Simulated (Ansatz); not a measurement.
# CuO (P1) in Ansatz: notebook

Runs on CuO. Level: PBE. Tasks: single point.

Program: Ansatz 0.2.0. These are calculated values, not measurements. Logs are shortened: lines on timing, memory, paths and dates and some standing lists are left out, and cuts for length are marked.

### 1 The structure

The typed cell holds 2 atoms: a = 2.993 Å, b = 2.993 Å, c = 2.993 Å, α = 60.00°, β = 60.00°, γ = 60.00°.

The cell comes from a database or a generator and needn't be the stable form of this composition.

### 2 Single point, PBE, 8.91 Å³/atom (volume scaled by 0.94)

The input, input.yaml:

```yaml
crystal:
  lattice:
    - [0.0, 2.0733527743, 2.0733527743]
    - [2.0733527743, 0.0, 2.0733527743]
    - [2.0733527743, 2.0733527743, 0.0]
  atoms:
    - { symbol: Cu, position: [0.02949772, 0.02810087, 0.90802599] }
    - { symbol: O, position: [0.47050228, 0.47189913, 0.59197401] }
kpoints:
  mp_grid: { grid: [11, 11, 11] }
scf:
  occupations: { method: fermi_dirac, width: 0.05 }
hamiltonian:
  xc: pbe
  pseudopotentials: { kind: all_electron, lapw: { basis_error: 0.0005 } }
output:
  forces: true
  stress: true
  eigenvalues: true
```

Potentials or basis: all-electron LAPW, scalar-relativistic.

Run with:

```
$ ansatz run input.yaml --threads 1 --pin off --max-ram 3072MiB --backend cpu --events-out ev --progress --plain --runs-dir out
```

Output:

```text
Warning: RAYON_NUM_THREADS=1 ignored (pool sized by the plan → 1); use --threads N
LAPW: plane waves up to 11.842 Å⁻¹, error target 5.0e-4 eV per atom; small_component_spin mean_spin; O in spheres of 0.825 Å, 8 of its electrons in bands, Dirac shells []; Cu in spheres of 1.018 Å, 19 of its electrons in bands, Dirac shells [] (how accurate: hamiltonian.pseudopotentials.lapw.basis_error, Limitations)
Engine: ansatz 0.2.0, x86_64-unknown-linux-gnu
Pseudopotentials: kind: all_electron
Pseudopotential: Cu, LAPW, valence charge 19, lapw/all_electron/scalar/gaussian/Cu, Koelling and Harmon's equation, gaussian nucleus
Pseudopotential: O, LAPW, valence charge 8, lapw/all_electron/scalar/gaussian/O, Koelling and Harmon's equation, gaussian nucleus
Functional definition: PBE
  parameter kappa = 0.804
  parameter beta = 0.06672455060314922
  exchange = pbe_x(kappa = kappa, mu = beta*pi^2/3)
  correlation = pbe_c(beta = beta)
Crystal: 2 atoms, lattice volume = 17.826 Å³
Basis set: ecut = 534.2741472293804 eV, 531 PW (Γ), exchange–correlation at level 2
Bands: 18, of which v1, the nominal top of the filled ones, is band 14 counted from 1 (13 counted from 0)
Symmetry: 1 space group operations
Space group: P1 (ITA 1), of the structure as read, at distance tolerance 2.6e-5 Å
k-points: 666 of 1331 (time reversal used)
Non-local potential: Cu, projectors of the file, none
Non-local potential: O, projectors of the file, none
Initial density: superposition of atomic densities (chi_scale 0.1, normalization cell, long waves kept (reshape's long-wave potential 0.00 eV rms))
Initial wavefunctions: plane waves of lowest kinetic energy (no species holds an atomic orbital)
Functional: x = pbe(κ = 0.804, μ = 0.2195149727645171), c = pbe(β = 0.06672455060314922)
iter 1 solved again at ethr=2.35e-2 eV; its pass at ethr=1.00e-1 eV (dr2=6.33e0 eV) is discarded
SCF iter   1: F=—  HF=-47083.392786 eV  |F-HF|=—  |Δ(HF+E_count)|=         —  Δρ=1.80e-1  dr2=6.33e0  ethr=2.35e-2  ⟨swp⟩=2.0  Hψ=77654  notcnv=0
preconditioner: auto → none  [metal: Δε(μ)=0.002 eV  Ē_g=15.280 eV  σ=0.050 eV  W_gap=0.01  n_scr=8 (ndim 8)  ℏωp=36.3 eV  f_vac=0.000  D(μ)=3.31/eV (n_scr^D=58)  sad-step TF]
SCF iter   2: F=—  HF=-47082.518476 eV  |F-HF|=—  |Δ(HF+E_count)|=   8.74e-1  Δρ=7.88e-2  dr2=8.18e-1  ethr=2.35e-2  ⟨swp⟩=2.4  Hψ=35653  notcnv=0
SCF iter   3: F=—  HF=-47080.455339 eV  |F-HF|=—  |Δ(HF+E_count)|=    2.06e0  Δρ=2.91e-2  dr2=1.71e-1  ethr=3.03e-3  ⟨swp⟩=3.0  Hψ=37354  notcnv=0
iter 4 solved again at ethr=1.05e-5 eV; its pass at ethr=6.32e-4 eV (dr2=2.85e-3 eV) is discarded
SCF iter   4: F=—  HF=-47080.419674 eV  |F-HF|=—  |Δ(HF+E_count)|=         —  Δρ=7.03e-3  dr2=2.84e-3  ethr=1.05e-5  ⟨swp⟩=2.0  Hψ=59840  notcnv=0
the basis was enlarged: its passes take 485.5 KiB over the memory plan, 1 of 1 planned eigensolver slots
SCF iter   5: F=—  HF=-47080.408722 eV  |F-HF|=—  |Δ(HF+E_count)|=   1.10e-2  Δρ=1.43e-3  dr2=1.21e-4  ethr=1.05e-5  ⟨swp⟩=2.2  Hψ=33366  notcnv=0
SCF iter   6: F=—  HF=-47080.408707 eV  |F-HF|=—  |Δ(HF+E_count)|=   1.53e-5  Δρ=2.80e-4  dr2=6.08e-6  ethr=4.49e-7  ⟨swp⟩=2.0  Hψ=33212  notcnv=0
SCF iter   7: F=—  HF=-47080.408715 eV  |F-HF|=—  |Δ(HF+E_count)|=   8.39e-6  Δρ=4.54e-5  dr2=2.02e-7  ethr=2.25e-8  ⟨swp⟩=2.9  Hψ=33958  notcnv=0
SCF iter   8: F=-47080.408715 eV  HF=-47080.408715 eV  |F-HF|=1.79e-8  |Δ(HF+E_count)|=   1.85e-7  Δρ=8.34e-6  dr2=1.18e-8  ethr=7.48e-10  ⟨swp⟩=3.0  Hψ=34750  notcnv=0
SCF 1 converged in 8 iterations: F = -47080.408715 eV  dr2 = 1.18e-8
SCF converged after 8 iterations
Free energy (F): -47080.408715 eV
Harris-Foulkes:  -47080.408715 eV  (|F-HF|=1.79e-8)
Internal energy: -47080.390080 eV  (E = F + TS)
E sigma→0 (E₀):  -47080.399398 eV
Entropy (-TS):   -0.018635 eV (-9.318 meV/atom)
Fermi energy:    14.409381 eV
--- Per-component energies (eV) ---
  E_band       = -1355.768870
  E_kinetic    = 47862.286167
  E_xc         = -2074.068547
  E_electrostatic = -92868.607700  (all electrons and nuclei)
  E_smearing   = -0.018635  (= −TS)
  E_closure    = 0.000000  (closes the sum)
  E_atoms      = -47071.435960  (free atoms, spherical and without spin; not in F)
  Σ components = -47080.408715   (vs F -47080.408715, Δ=0.00e0)
  Basis errors (estimates in eV, not in F): energy 2.5e-4 per atom: plane waves 2.2e-4 (1.3e-4 summed), levels above the bands 3.5e-155, relativity 5.0e-8, radial functions 2.1e-5, core shells 3.5e-8; eigenvalues (radial functions only) 8.5e-6; not estimated: angular momenta, meshes, grids; target (lapw.basis_error) 5.0e-4; muffin-tin radii O 0.825 Å, Cu 1.018 Å
--- Forces (eV/Å), atoms counted from 1 ---
  atom   1  Cu     0.93287240     0.86031896    -0.63886567
  atom   2  O     -0.93285094    -0.86029814     0.63884713
  max |Σ_I F_I| component: 2.15e-5 eV/Å
--- Stress (GPa, compression-positive) ---
       36.831426      -6.730060       5.718758
       -6.730060      35.728729       5.447426
        5.718758       5.447426      32.209948
  P = ⅓ Tr σ = 34.9234 GPa (349.234 kbar)
--- Band table (eV; the first three rows and the last of 666) ---
  k-point 0: bands = ["-492.0115", "-98.0174", "-55.4562", "-55.4357", "-55.3056", "-5.9337", "9.4342", "9.4902", "10.1567", "11.6886", "11.7265", "13.8014", "14.1365", "14.1736", "16.1060", "31.5601", "32.9520", "33.0648"]
  k-point 1: bands = ["-492.0115", "-98.0173", "-55.4564", "-55.4360", "-55.3072", "-5.8417", "9.3226", "9.3787", "9.8642", "11.7338", "11.7667", "13.4241", "14.2694", "14.3053", "16.8074", "29.9794", "32.7126", "32.8188"]
  k-point 2: bands = ["-492.0115", "-98.0169", "-55.4571", "-55.4366", "-55.3115", "-5.5850", "9.0233", "9.0535", "9.1326", "11.8610", "11.8850", "13.0175", "14.6029", "14.6342", "18.1047", "27.7597", "31.7462", "31.8235"]
  k-point 665: bands = ["-492.0115", "-98.0156", "-55.4732", "-55.4437", "-55.3107", "-4.5572", "6.3530", "8.7653", "9.7455", "12.0393", "12.1474", "12.7446", "13.9853", "14.6296", "21.5051", "23.9117", "28.2041", "30.7063"]
```

Wall time 2.5 min (1 thread of AMD EPYC 7R43 (Zen 3), shared host); peak memory 1.4 GiB.

What came out:

```
Free energy            : -47080.4087 eV
Pressure               : 34.9 GPa
Largest force          : 1.421 eV/Å
Band gap on the k mesh : none (metal or under the smearing width)
```

Caveat: an odd number of electrons without spin polarisation forces a metal; a magnetic or distorted state may lie lower; the run has no spin polarisation, though such a crystal can be magnetic; semilocal functionals often make such compounds metallic where correlation or magnetic order opens a gap, which also shifts bond lengths.

### 3 Single point, PBE, 9.10 Å³/atom (volume scaled by 0.96)

Changes to input.yaml since step 2:

```diff
@@ -2,5 +2,5 @@
   lattice:
-    - [0.0, 2.0733527743, 2.0733527743]
-    - [2.0733527743, 0.0, 2.0733527743]
-    - [2.0733527743, 2.0733527743, 0.0]
+    - [0.0, 2.0879543312, 2.0879543312]
+    - [2.0879543312, 0.0, 2.0879543312]
+    - [2.0879543312, 2.0879543312, 0.0]
   atoms:
```

Potentials or basis: all-electron LAPW, scalar-relativistic.

Run with:

```
$ ansatz run input.yaml --threads 1 --pin off --max-ram 3072MiB --backend cpu --events-out ev --progress --plain --runs-dir out
```

Wall time 2.6 min (1 thread of AMD EPYC 7R43 (Zen 3), shared host); peak memory 1.4 GiB.

Results (log left out):

* Free energy: -47080.4841 eV
* Pressure: 28.8 GPa
* Largest force: 1.245 eV/Å
* Band gap on the k mesh: none (metal or under the smearing width)

Caveat: an odd number of electrons without spin polarisation forces a metal; a magnetic or distorted state may lie lower; the run has no spin polarisation, though such a crystal can be magnetic; semilocal functionals often make such compounds metallic where correlation or magnetic order opens a gap, which also shifts bond lengths.

### 4 Single point, PBE, 9.29 Å³/atom (volume scaled by 0.98)

Changes to input.yaml since step 3:

```diff
@@ -2,5 +2,5 @@
   lattice:
-    - [0.0, 2.0879543312, 2.0879543312]
-    - [2.0879543312, 0.0, 2.0879543312]
-    - [2.0879543312, 2.0879543312, 0.0]
+    - [0.0, 2.1023544713, 2.1023544713]
+    - [2.1023544713, 0.0, 2.1023544713]
+    - [2.1023544713, 2.1023544713, 0.0]
   atoms:
```

Run with:

```
$ ansatz run input.yaml --threads 1 --pin off --max-ram 3072MiB --backend cpu --events-out ev --progress --plain --runs-dir out
```

It took 2.7 min on 1 thread of AMD EPYC 7R43 (Zen 3), shared host; peak memory 1.4 GiB.

Results (log left out):

```yaml
Free_energy: -47080.5457 eV
Pressure: 23.4 GPa
Largest_force: 1.081 eV/Å
Band_gap_on_the_k_mesh: none (metal or under the smearing width)
```

Caveat: an odd number of electrons without spin polarisation forces a metal; a magnetic or distorted state may lie lower; the run has no spin polarisation, though such a crystal can be magnetic; semilocal functionals often make such compounds metallic where correlation or magnetic order opens a gap, which also shifts bond lengths.

### 5 Single point, PBE, 9.48 Å³/atom

Changes to input.yaml since step 4:

```diff
@@ -2,5 +2,5 @@
   lattice:
-    - [0.0, 2.1023544713, 2.1023544713]
-    - [2.1023544713, 0.0, 2.1023544713]
-    - [2.1023544713, 2.1023544713, 0.0]
+    - [0.0, 2.11656, 2.11656]
+    - [2.11656, 0.0, 2.11656]
+    - [2.11656, 2.11656, 0.0]
   atoms:
```

Run with:

```
$ ansatz run input.yaml --threads 1 --pin off --max-ram 3072MiB --backend cpu --events-out ev --progress --plain --runs-dir out
```

Wall time 2.5 min (1 thread of AMD EPYC 7R43 (Zen 3), shared host); peak memory 1.4 GiB.

It converged, with:

| Quantity | Value |
| --- | --- |
| Free energy | -47080.5951 eV |
| Pressure | 18.4 GPa |
| Largest force | 0.930 eV/Å |
| Band gap on the k mesh | none (metal or under the smearing width) |

Caveat: an odd number of electrons without spin polarisation forces a metal; a magnetic or distorted state may lie lower; the run has no spin polarisation, though such a crystal can be magnetic; semilocal functionals often make such compounds metallic where correlation or magnetic order opens a gap, which also shifts bond lengths.

### 6 Single point, PBE, 9.67 Å³/atom (volume scaled by 1.02)

Changes to input.yaml since step 5:

```diff
@@ -2,5 +2,5 @@
   lattice:
-    - [0.0, 2.11656, 2.11656]
-    - [2.11656, 0.0, 2.11656]
-    - [2.11656, 2.11656, 0.0]
+    - [0.0, 2.1305773621, 2.1305773621]
+    - [2.1305773621, 0.0, 2.1305773621]
+    - [2.1305773621, 2.1305773621, 0.0]
   atoms:
```

Potentials or basis: all-electron LAPW, scalar-relativistic.

Run with:

```
$ ansatz run input.yaml --threads 1 --pin off --max-ram 3072MiB --backend cpu --events-out ev --progress --plain --runs-dir out
```

Run time: 2.7 min. Hardware: 1 thread of AMD EPYC 7R43 (Zen 3), shared host; peak memory 1.4 GiB.

It converged, with:

| Item | Value |
| --- | --- |
| Free energy | -47080.6333 eV |
| Pressure | 14.0 GPa |
| Largest force | 0.790 eV/Å |
| Band gap on the k mesh | none (metal or under the smearing width) |

Caveat: an odd number of electrons without spin polarisation forces a metal; a magnetic or distorted state may lie lower; the run has no spin polarisation, though such a crystal can be magnetic; semilocal functionals often make such compounds metallic where correlation or magnetic order opens a gap, which also shifts bond lengths.

### 7 Single point, PBE, 9.86 Å³/atom (volume scaled by 1.04)

Changes to input.yaml since step 6:

```diff
@@ -2,5 +2,5 @@
   lattice:
-    - [0.0, 2.1305773621, 2.1305773621]
-    - [2.1305773621, 0.0, 2.1305773621]
-    - [2.1305773621, 2.1305773621, 0.0]
+    - [0.0, 2.1444126677, 2.1444126677]
+    - [2.1444126677, 0.0, 2.1444126677]
+    - [2.1444126677, 2.1444126677, 0.0]
   atoms:
```

Run with:

```
$ ansatz run input.yaml --threads 1 --pin off --max-ram 3072MiB --backend cpu --events-out ev --progress --plain --runs-dir out
```

Run time: 2.5 min. Hardware: 1 thread of AMD EPYC 7R43 (Zen 3), shared host; peak memory 1.4 GiB.

The run converged. Its results:

| Item | Value |
| --- | --- |
| Free energy | -47080.6616 eV |
| Pressure | 10.0 GPa |
| Largest force | 0.659 eV/Å |
| Band gap on the k mesh | none (metal or under the smearing width) |

Caveat: an odd number of electrons without spin polarisation forces a metal; a magnetic or distorted state may lie lower; the run has no spin polarisation, though such a crystal can be magnetic; semilocal functionals often make such compounds metallic where correlation or magnetic order opens a gap, which also shifts bond lengths.

### 8 Single point, PBE, 10.05 Å³/atom (volume scaled by 1.06)

Changes to input.yaml since step 7:

```diff
@@ -2,5 +2,5 @@
   lattice:
-    - [0.0, 2.1444126677, 2.1444126677]
-    - [2.1444126677, 0.0, 2.1444126677]
-    - [2.1444126677, 2.1444126677, 0.0]
+    - [0.0, 2.1580717154, 2.1580717154]
+    - [2.1580717154, 0.0, 2.1580717154]
+    - [2.1580717154, 2.1580717154, 0.0]
   atoms:
```

Run with:

```
$ ansatz run input.yaml --threads 1 --pin off --max-ram 3072MiB --backend cpu --events-out ev --progress --plain --runs-dir out
```

Wall time 3.2 min (1 thread of AMD EPYC 7R43 (Zen 3), shared host); peak memory 1.4 GiB.

The run converged. Its results:

```
Free energy            : -47080.6809 eV
Pressure               : 6.4 GPa
Largest force          : 0.539 eV/Å
Band gap on the k mesh : none (metal or under the smearing width)
```

Caveat: an odd number of electrons without spin polarisation forces a metal; a magnetic or distorted state may lie lower; the run has no spin polarisation, though such a crystal can be magnetic; semilocal functionals often make such compounds metallic where correlation or magnetic order opens a gap, which also shifts bond lengths.
